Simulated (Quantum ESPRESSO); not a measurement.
Set up this calculation in Quantum ESPRESSO 7.5, as the native input.

```
Task                : band structure
Functional          : PBE
Potentials or basis : SPMS 1.0 PBE
Cutoff              : 1197 eV
Density cutoff      : 4789 eV
k mesh              : 10 × 10 × 10
Occupations         : fermi-dirac, width 0.05 eV
Spin                : no spin polarisation
Mixing beta         : 0.5
Most SCF iterations : 120
SCF threshold       : 4e-10 Ry
```

GaN:

```
CELL_PARAMETERS angstrom
0.00000 2.25350 2.25350
2.25350 0.00000 2.25350
2.25350 2.25350 0.00000
ATOMIC_POSITIONS crystal
Ga 0.00000 0.00000 0.00000
N 0.25000 0.25000 0.25000
```

The cell is a database's computed one.

The input as run:

pw.in

```
&CONTROL
  calculation = 'scf'
  prefix = 'pwscf'
  outdir = './tmp'
  pseudo_dir = './pseudo'
  tprnfor = .true.
  tstress = .true.
  disk_io = 'low'
/
&SYSTEM
  ibrav = 0
  nat = 2
  ntyp = 2
  ecutwfc = 88
  nbnd = 15
  occupations = 'smearing'
  smearing = 'fd'
  degauss = 0.00367493
/
&ELECTRONS
  conv_thr = 4d-10
  electron_maxstep = 120
  mixing_beta = 0.5
/
ATOMIC_SPECIES
Ga    69.7230 31_Ga_13_1.9_2.4_pbe_n_v1.0.upf
N     14.0070 07_N_5_1.2_1.4_pbe_n_v1.0.upf
CELL_PARAMETERS angstrom
   0.0000000000    2.2535006075    2.2535006075
   2.2535006075    0.0000000000    2.2535006075
   2.2535006075    2.2535006075    0.0000000000
ATOMIC_POSITIONS crystal
Ga     0.0000000000    0.0000000000    0.0000000000
N      0.2500000000    0.2500000000    0.2500000000
K_POINTS automatic
10 10 10 0 0 0
```

bands.in

```
&CONTROL
  calculation = 'bands'
  prefix = 'pwscf'
  outdir = './tmp'
  pseudo_dir = './pseudo'
  disk_io = 'low'
  verbosity = 'high'
/
&SYSTEM
  ibrav = 0
  nat = 2
  ntyp = 2
  ecutwfc = 88
  nbnd = 15
  occupations = 'smearing'
  smearing = 'fd'
  degauss = 0.00367493
/
&ELECTRONS
  conv_thr = 1d-08
  electron_maxstep = 120
  mixing_beta = 0.5
  diago_full_acc = .true.
  startingwfc = 'random'
/
ATOMIC_SPECIES
Ga    69.7230 31_Ga_13_1.9_2.4_pbe_n_v1.0.upf
N     14.0070 07_N_5_1.2_1.4_pbe_n_v1.0.upf
CELL_PARAMETERS angstrom
   0.0000000000    2.2535006075    2.2535006075
   2.2535006075    0.0000000000    2.2535006075
   2.2535006075    2.2535006075    0.0000000000
ATOMIC_POSITIONS crystal
Ga     0.0000000000    0.0000000000    0.0000000000
N      0.2500000000    0.2500000000    0.2500000000
K_POINTS crystal
60
 0.0000000000  0.0000000000  0.0000000000 1
 0.0625000000  0.0000000000  0.0625000000 1
 0.1250000000  0.0000000000  0.1250000000 1
 0.1875000000  0.0000000000  0.1875000000 1
 0.2500000000  0.0000000000  0.2500000000 1
 0.3125000000  0.0000000000  0.3125000000 1
 0.3750000000  0.0000000000  0.3750000000 1
 0.4375000000  0.0000000000  0.4375000000 1
 0.5000000000  0.0000000000  0.5000000000 1
 0.5000000000  0.0625000000  0.5625000000 1
 0.5000000000  0.1250000000  0.6250000000 1
 0.5000000000  0.1875000000  0.6875000000 1
 0.5000000000  0.2500000000  0.7500000000 1
 0.4375000000  0.3125000000  0.7500000000 1
 0.3750000000  0.3750000000  0.7500000000 1
 0.3375000000  0.3375000000  0.6750000000 1
 0.3000000000  0.3000000000  0.6000000000 1
 0.2625000000  0.2625000000  0.5250000000 1
 0.2250000000  0.2250000000  0.4500000000 1
 0.1875000000  0.1875000000  0.3750000000 1
 0.1500000000  0.1500000000  0.3000000000 1
 0.1125000000  0.1125000000  0.2250000000 1
 0.0750000000  0.0750000000  0.1500000000 1
 0.0375000000  0.0375000000  0.0750000000 1
 0.0000000000  0.0000000000  0.0000000000 1
 0.0625000000  0.0625000000  0.0625000000 1
 0.1250000000  0.1250000000  0.1250000000 1
 0.1875000000  0.1875000000  0.1875000000 1
 0.2500000000  0.2500000000  0.2500000000 1
 0.3125000000  0.3125000000  0.3125000000 1
 0.3750000000  0.3750000000  0.3750000000 1
 0.4375000000  0.4375000000  0.4375000000 1
 0.5000000000  0.5000000000  0.5000000000 1
 0.5250000000  0.4500000000  0.5250000000 1
 0.5500000000  0.4000000000  0.5500000000 1
 0.5750000000  0.3500000000  0.5750000000 1
 0.6000000000  0.3000000000  0.6000000000 1
 0.6250000000  0.2500000000  0.6250000000 1
 0.5833333333  0.2500000000  0.6666666667 1
 0.5416666667  0.2500000000  0.7083333333 1
 0.5000000000  0.2500000000  0.7500000000 1
 0.5000000000  0.2857142857  0.7142857143 1
 0.5000000000  0.3214285714  0.6785714286 1
 0.5000000000  0.3571428571  0.6428571429 1
 0.5000000000  0.3928571429  0.6071428571 1
 0.5000000000  0.4285714286  0.5714285714 1
 0.5000000000  0.4642857143  0.5357142857 1
 0.5000000000  0.5000000000  0.5000000000 1
 0.4821428571  0.4821428571  0.5357142857 1
 0.4642857143  0.4642857143  0.5714285714 1
 0.4464285714  0.4464285714  0.6071428571 1
 0.4285714286  0.4285714286  0.6428571429 1
 0.4107142857  0.4107142857  0.6785714286 1
 0.3928571429  0.3928571429  0.7142857143 1
 0.3750000000  0.3750000000  0.7500000000 1
 0.6250000000  0.2500000000  0.6250000000 1
 0.5937500000  0.1875000000  0.5937500000 1
 0.5625000000  0.1250000000  0.5625000000 1
 0.5312500000  0.0625000000  0.5312500000 1
 0.5000000000  0.0000000000  0.5000000000 1
```

Potentials or basis: SPMS 1.0 PBE.

Run with:

```bash
$ OMP_NUM_THREADS=1 pw.x -in pw.in > pw.out
$ OMP_NUM_THREADS=1 pw.x -in bands.in > bands.out
```

Results of the run:

```yaml
Pressure: 5.5 GPa
Band_gap_on_the_k_mesh: 1.77 eV, direct
Band_gap_along_the_path: 1.77 eV, direct
```

It took 52 s on 1 thread of Arm Neoverse V1, with other jobs on the host, peak memory 0.1 GiB.
